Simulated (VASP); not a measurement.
A run of VASP 6.6.1 is set up as follows.

The input INCAR:

```
PREC = Accurate
ENCUT = 600
EDIFF = 1E-7
ISMEAR = 0
SIGMA = 0.03
LREAL = False
LASPH = True
NELM = 80
ALGO = Normal
ISIF = 3
LWAVE = False
LCHARG = False
GGA = PE
IBRION = 2
NSW = 90
EDIFFG = -0.005
```

KPOINTS

```
Automatic mesh
0
Gamma
  10 10 10
```

File POSCAR:

```
GaAs                                    
1.0
    0.0000000000      2.8751155360      2.8751155360
    2.8751155360     -0.0000000000      2.8751155360
    2.8751155360      2.8751155360     -0.0000000000
  Ga              As            
     1     1
Direct
     0.0000000000000000    0.0000000000000000    0.0000000000000000
     0.2500000000000000    0.2500000000000000    0.2500000000000000
```

Potentials or basis: VASP PAW PBE potentials, release 64 (Ga_d, As).

Command:

```sh
$ cat potpaw_PBE.64/Ga_d/POTCAR potpaw_PBE.64/As/POTCAR > POTCAR
$ mpirun -np 1 vasp_std > vasp.out
```

(1) Estimate the band gap on the k mesh.

## Answers

(1) 0.14 eV, direct.

Caveat: the relaxation stopped at its first step, so nothing moved.
